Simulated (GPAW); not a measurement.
Runs of GPAW 26.7.0 on NaCl. Symmetry: Fm-3m, No. 225, cubic system. Conventional cell: a = 5.588 Å, b = 5.588 Å, c = 5.588 Å, α = 90.00°, β = 90.00°, γ = 90.00°. Cl (site symmetry m-3m) is surrounded by 6 Na at 2.79 Å. Na (site symmetry m-3m) is surrounded by 6 Cl at 2.79 Å. The cell is a database's computed one.

```tsv
task	level	potentials or basis	k mesh	cutoff (eV)	maxiter	band path	band points	mesh quality	gap on the mesh (eV)	pressure (GPa)
single point	YS-PBE0	GPAW PAW data sets (gpaw-data 1.2.1), pw	4 × 4 × 4	600	60	-	-	coarse	(a)	-
band structure	PBEsol	PAW data sets generated in the run's folder for this functional, pw	7 × 7 × 7	800	150	GXWKGLUWLK,UX	60	not flagged	(b)	0.2
band structure	AM05	PAW data sets generated in the run's folder for this functional, pw	7 × 7 × 7	800	150	GXWKGLUWLK,UX	80	not flagged	5.24	1.2
band structure	LDA	the program's PAW data sets (release 1.2.1) made for this functional, pw	7 × 7 × 7	800	150	GXWKGLUWLK,UX	100	not flagged	4.80	-1.7
```

Alike in all rows: no spin polarisation; cell as given; smearing fermi-dirac 0.05 eV.

Problem. Estimate the missing entries.

Solution. (a) 6.25; (b) 5.04.

Caveats: some runs use coarse meshes; exact exchange converges slowly with the k mesh, and this mesh is small (some runs); the PAW data sets were made with another functional, which shifts forces and pressure a little (some runs).

Runs at the PBE level aren't shown here.
